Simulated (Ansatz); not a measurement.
# Formation energy and levels of the interstitial Na_i (void) in SiC (F-43m)

Aim: at which Fermi levels does Na_i (void) in SiC (F-43m) change its charge? The model is a cell of 54 host atoms with 1 Na put in.

Main program and level: Ansatz 0.2.0; place-levels on r2SCAN runs: charge-transition levels and formation energies with image-charge correction and potential alignment at the atomic sites; PAW set soft_1.

**What experiment says.**

“Insight into the structural, elastic and electronic properties of a new orthorhombic 6O-SiC polytype” (2020, pmc:7200658) quotes from earlier work for SiC, cubic 3C zincblende (literature value): band gap (indirect gap) 2.4 eV [literature value; measurement temperature and method not stated].

### Step 1. The starting structure

The cell holds 55 atoms: 27 Si, 27 C and 1 Na. Cell: a = 9.242 Å, b = 9.242 Å, c = 9.242 Å, α = 60.0°, β = 60.0°, γ = 60.0°. It derives from SiC (space group F-43m). Nearest the centre at fractional (0.250, 0.250, 0.917): Na55 at 0.00 Å, Si25 at 1.89 Å, Si7 at 1.89 Å, Si19 at 1.89 Å, Si29 at 1.89 Å, C20 at 2.18 Å, C8 at 2.18 Å, C2 at 2.18 Å.

Screening for the image-charge correction: ε∞ = 7.06, ε0 = 10.43, computed on the host (DFPT, PBEsol, on the r2SCAN cell), and a cell off the functional's own equilibrium shifts the ionic part.

The cell's shortest repeat is 9.2 Å.

### Step 2. What was run first

Levels follow from differences of total energies between charge states, each relaxed by itself.

Random displacements of about 0.05 Å break the site symmetry at the start, so that the relaxation can reach a distorted minimum if there is one. Forces are taken on a 2×2×2 shifted mesh. The cell holds 1 electron fewer than the neutral one, with a uniform background that keeps it neutral on the whole.

The sampling was tested on the host first: at the k-points planned (1x1x1 shifted 0.25 0.25 0.25) its energy lies 0.119 eV an atom from the dense-mesh value, so the final energies take a denser sampling.

One state's input; the others differ in charge, spin, start and seed, and in occupations where the table says so.

qp1.relax/input.yaml

```yaml
crystal:
  lattice:
    - [0.0, 6.53488873, 6.53488873]
    - [6.53488873, 0.0, 6.53488873]
    - [6.53488873, 6.53488873, 0.0]
  atoms:
    - { symbol: Si, position: [0.0, 0.0, 0.0] }
    - { symbol: C, position: [0.08333333, 0.08333333, 0.08333333] }
    - { symbol: Si, position: [0.0, 0.0, 0.33333333] }
[... 3 atom lines left out ...]
    - { symbol: Si, position: [0.0, 0.33333333, 0.0] }
    - { symbol: C, position: [0.08333333, 0.41666667, 0.08333333] }
    - { symbol: Si, position: [0.0, 0.33333333, 0.33333333] }
[... 2 atom lines left out ...]
    - { symbol: C, position: [0.08333333, 0.41666667, 0.75] }
    - { symbol: Si, position: [0.0, 0.66666667, 0.0] }
[... 3 atom lines left out ...]
    - { symbol: Si, position: [0.0, 0.66666667, 0.66666667] }
[... 1 atom line left out ...]
    - { symbol: Si, position: [0.33333333, 0.0, 0.0] }
    - { symbol: C, position: [0.41666667, 0.08333333, 0.08333333] }
    - { symbol: Si, position: [0.33333333, 0.0, 0.33333333] }
[... 2 atom lines left out ...]
    - { symbol: C, position: [0.41666667, 0.08333333, 0.75] }
    - { symbol: Si, position: [0.33333333, 0.33333333, 0.0] }
[... 3 atom lines left out ...]
    - { symbol: Si, position: [0.33333333, 0.33333333, 0.66666667] }
    - { symbol: C, position: [0.41666667, 0.41666667, 0.75] }
[... 4 atom lines left out ...]
    - { symbol: Si, position: [0.33333333, 0.66666667, 0.66666667] }
[... 1 atom line left out ...]
    - { symbol: Si, position: [0.66666667, 0.0, 0.0] }
[... 3 atom lines left out ...]
    - { symbol: Si, position: [0.66666667, 0.0, 0.66666667] }
[... 5 atom lines left out ...]
    - { symbol: Si, position: [0.66666667, 0.33333333, 0.66666667] }
[... 7 atom lines left out ...]
    - { symbol: Na, position: [0.25, 0.25, 0.916667] }
  host:
    repeats: [3, 3, 3]
    atoms:
      - { symbol: Si, position: [0.0, 0.0, 0.0] }
      - { symbol: C, position: [0.25, 0.25, 0.25] }
total_charge: 1
basis:
  ecutwfc: 500
  xc_grid: 2
hamiltonian:
  xc: r2scan
  pseudopotentials: { kind: paw, azcp: { folder: soft_1 } }
kpoints:
  mp_grid: { grid: [2, 2, 2], shift: [0.5, 0.5, 0.5] }
scf:
  occupations: { method: fixed }
  max_iter: 100
output:
  forces: true
  charged_corrections:
    epsilon: 7.06
    static_epsilon: 10.43
    defect_position: [0.25, 0.25, 0.916667]
relax:
  f_tol: 0.02
  max_steps: 80
  random_displacement: { amplitude: 0.05, seed: 2693 }
checkpoint:
  write: "../qp1.relax.run"
  compress: false
  write_wavefunctions: true
  write_every: 100000
```

Launch:

```console
$ ansatz run input.yaml --threads 4 --pin off --max-ram 7536MiB --backend cpu --events-out ev --progress --plain --runs-dir out
```

The run of this state that the levels use, under r2SCAN:

qp1.point/input.yaml

```yaml
crystal:
  checkpoint: "../qp1.relax.run"
  host: checkpoint
total_charge: 1
basis:
  ecutwfc: 500
  xc_grid: 2
hamiltonian:
  xc: r2scan
  pseudopotentials: { kind: paw, azcp: { folder: soft_1 } }
kpoints:
  mp_grid: { grid: [2, 2, 2], shift: [0.5, 0.5, 0.5] }
scf:
  occupations: { method: fixed }
  max_iter: 100
output:
  forces: true
  eigenvalues: true
  charged_corrections:
    epsilon: 7.06
    static_epsilon: 10.43
    defect_position: [0.25, 0.25, 0.916667]
  eigenstates: { localisation: true }
  populations: true
  band_densities: [{ bands: [v1, v1] }, { bands: [c1, c1] }]
  write_density: true
  write_potential: true
  volumetric_format: npy
  elf: true
checkpoint:
  read: "../qp1.relax.run"
  write: "../qp1.point.run"
  compress: false
  write_wavefunctions: false
  write_every: 100000
```

Relaxations under r2SCAN at a 2×2×2 shifted mesh; times on 4 threads of Arm Neoverse V1, shared host:

| charge | moment (μB) | occupations | outcome | steps | largest displacement against the far atoms (Å) | time |
| --- | --- | --- | --- | --- | --- | --- |
| 0 | 1 | fixed | converged | 7 | 0.21 | 6.6 min |
| +1 | 0 | fixed | converged | 5 | 0.20 | 2.1 min |

Single points under r2SCAN at a 2×2×2 shifted mesh; times on 4 threads of Arm Neoverse V1, shared host:

| charge | moment (μB) | occupations | outcome | time |
| --- | --- | --- | --- | --- |
| 0 | 1 | fixed | converged | 56 s |
| +1 | 0 | fixed | converged | 24 s |

Distances (Å) from Na55 to the nearest atoms after relaxation with r2SCAN:

| charge | moment (μB) | 1. | 2. | 3. | 4. | 5. | 6. |
| --- | --- | --- | --- | --- | --- | --- | --- |
| 0 | 1 | Si 2.09 | Si 2.09 | Si 2.09 | Si 2.09 | C 2.21 | C 2.21 |
| +1 | 0 | Si 2.09 | Si 2.09 | Si 2.09 | Si 2.09 | C 2.21 | C 2.21 |

### Step 3. Levels against the band edges, r2SCAN

A charged cell interacts with its images and the background, and its potential has another zero than the host's. place-levels removes the first by a point-charge model, screened by the static dielectric constant since the ions have relaxed around the charge, and the second by comparing potentials at atoms far from the defect.

The host is a run of the defect-free crystal in the same cutoffs, grids and k-points, so that basis and sampling errors cancel in part in the differences. The host is run in a cell of 2 atoms on a matching mesh. Its band edges are searched through the zone by a band path, so the gap is smaller than, or equal to, that on the mesh. Chemical potentials are energies per atom of Na (bcc), run with the same functional and cutoff.

levels.point.yaml

```yaml
host:
  run: host.point.run
states: [q0_M1.point.run, qp1.point.run]
geometry_from:
  q0_M1.point.run: q0_M1.relax.run
  qp1.point.run: qp1.relax.run
  host.point.run: host.relax.run
chemical_potentials:
  Na:
    energy: -1488.616329
    dataset: <sha256 of the dataset>
epsilon: 7.06
static_epsilon: 10.43
vertical:
  - { from: qp1.point.run, to: qp1.point_neutral.run }
```

Launch:

```console
$ ansatz place-levels levels.point.yaml -- --threads 4 --pin off --max-ram 7536MiB
```

Numbers of over 12 decimals in the logs are rounded to 6 here.

The program printed:

```text
[... repeated set-up lines and file paths are left out, and long positions are rounded to six places ...]
(+1/0) 1.764 eV above the valence edge (+2.082 eV without the band-filling correction), in the conduction band
formation energy of charge +1: +6.378 eV with the Fermi level at the valence edge
formation energy of charge 0: +8.142 eV with the Fermi level at the valence edge
vertical +1 to 0: no energy, since no alignment is typed
  the change from vertical[0].from (qp1.point.run) to vertical[0].to (qp1.point_neutral.run): by its potential at epsilon 7.06 it stands at 0.429 0.429 0.096, with an rms radius of about 5.2 Å (3.0 3.0 3.0 Å across the planes of the cell's vectors); [...]
  edges by r2scan, gap 1.710 eV; the host is sampled to repeats of 18.48 Å
  the defect's cells are sampled to repeats of 18.48 Å, like sampling
  charge +1: -25557.5334 eV with its correction of +0.436 eV, at epsilon 10.43, aligned at sites: +0.1935 eV, mean over 24 atomic sites at or beyond 4.62 Å from the defect at [0.2500, 0.2500, 0.9167], with +0.000000 for the charge's moments and without [...]
  charge 0: +0.000 eV for its dipole among its images, +0.000 omitted
  of states[1] (qp1.point.run): it parts from the run at its places by a charge that spreads by about 3 Å along one vector (1.3 Å or more is wide), by its potential at epsilon 7.06, taken for that of held ions (one typed too small widens it), where the cell [...]
  of states[0] (q0_M1.point.run): a band-filling correction moves a carrier to the host's band edge, which changes its energy by -0.318 eV; [...]
  of vertical[0].from (qp1.point.run): it parts from the run at its places by a charge that spreads by about 3 Å along one vector (1.3 Å or more is wide), by its potential at epsilon 7.06, taken for that of held ions (one typed too small widens it), where the [...]
  of vertical[0].to (qp1.point_neutral.run): stability_check_not_made
```

Wall time 0.21 s (4 threads of Arm Neoverse V1, shared host).

Levels between the charges placed, in eV above the valence top:

|  | gap (eV) | (+1/0) |
| --- | --- | --- |
| r2SCAN | 1.71 | 1.76 |

Corrections by state:

| charge | moment (μB) | image terms and alignment (eV) | band filling (eV) | ε used | over the lowest of its charge, as the program ranks them, band filling apart (eV) |
| --- | --- | --- | --- | --- | --- |
| +1 | 0.0 | 0.436 | - | 10.43 | 0.000 |
| 0 | 1.0 | 0.000 | -0.318 | - | 0.000 |

The charged structures listed were also run neutral, and place-levels reads from each pair, by the potential or the spins, how wide the charge is by which they differ; that can be the carrier of either run.

| charge | rms radius (Å) | spread where it is widest against the cell (Å) | wide from (Å) | reading |
| --- | --- | --- | --- | --- |
| +1 | 5.2 | 3.00 | 1.31 | wide |

The neutral runs of these pairs need not share the spin of the lowest neutral state, and very wide values only mean spread over the cell.

From the program's caveats on the states, each cut to its opening words:

- charge +1: it parts from the run at its places by a charge that spreads by about 3 Å along one vector (1.3 Å or more is wide), by its potential at epsilon 7.06, taken for [...]
- charge +1: its alignment with the host at atomic sites is doubtful: the mean over the far sites moves by -0.1703 eV from their farther parts to their nearer, more than [...]
- charge 0 (1 μB): a band-filling correction moves a carrier to the host's band edge, which changes its energy by -0.318 eV
- charge 0 (1 μB): its alignment with the host at atomic sites is doubtful: the mean over the far sites moves by -0.1843 eV from their farther parts to their nearer, more than [...]
- charge 0 (1 μB): flagged: stability check not made

The host's formation energy from the elements is -0.356 eV per atom; it sets how far the chemical potentials can move.

Formation energies (eV), C-rich (Δμ(C) = 0.00 eV, Δμ(Si) = -0.71 eV, Δμ(Na) = 0.00 eV):

| charge | Fermi level at the valence top | at the conduction bottom |
| --- | --- | --- |
| +1 | 6.38 | 8.09 |
| 0 | 8.14 | 8.14 |

Formation energies (eV), Si-rich (Δμ(Si) = 0.00 eV, Δμ(C) = -0.71 eV, Δμ(Na) = 0.00 eV):

| charge | Fermi level at the valence top | at the conduction bottom |
| --- | --- | --- |
| +1 | 6.38 | 8.09 |
| 0 | 8.14 | 8.14 |

### Step 4. Outcome

| Property | Result |
| --- | --- |
| gap of the host | 1.71 eV (r2SCAN) |
| level (plus 1/0) | 1.76 eV above the valence top, past the conduction bottom (2.08 eV above the valence top without the band-filling term) |
| lowest of the charges placed, just above the valence top (0.02 eV) | +1 |
| lowest of the charges placed, just below the conduction bottom (0.02 eV) | +1 |
| lowest formation energy at mid-gap of the charges run, C-rich | 7.23 eV |
| lowest formation energy at mid-gap of the charges run, Si-rich | 7.23 eV |

**Reading.** Of the charges placed (0 and +1), +1 is the lowest from 0.02 eV above the valence top to 0.02 eV below the conduction bottom, a gap of 1.71 eV. Charges above +1 and below 0 were not placed, so these runs say nothing of levels that involve them. States placed: +1 at 0 μB; 0 at 1 μB. Other spin states or structures, where not listed, weren't placed. The program finds carriers beyond a band edge of the host and adds a band-filling term at charge 0 (-0.32 eV); steps to such a charge show no bound level, and a defect level inside a band would be read the same way. Na is taken at its element; compounds, which aren't counted here, bound the chemical potentials and would shift these formation energies. The program doubts the alignment of potentials for at least one state, a sign that the cell is small. Limits: r2SCAN makes the gap too small and tends to spread out bound carriers.

Calculation against experiment:

| quantity | measured | r2SCAN |
| --- | --- | --- |
| band gap (least gap of the host) (eV) | 2.4 | 1.71 (-0.69 eV) |

Measured values from pmc:7200658 (2020).

**Verdict.** The band gap is off by -0.69 eV: a clear miss. Local and semilocal functionals usually give gaps below the measured ones. Zero-point and thermal motion shift the measured gap.

[Logs are printed without paths, hosts, clocks, repeated set-up lines and the standing remarks that a program may print on its own settings, such as how far it seeks lower states.]

[Hosts, paths, dates, database ids (printed as entryN), source tags and the programs' standing remarks are cut or masked in the printed files.]

[Where a table of states has a column of steps, it counts the stored structures, which are thinned; the runs took as many ionic steps or more.]

[A defect's name tells the site on which it was built; relaxed atoms can leave that site.]

[For some hosts the program warned that the k-mesh of the response run may be too coarse for force constants and the static dielectric constant; such warnings are not shown here.]
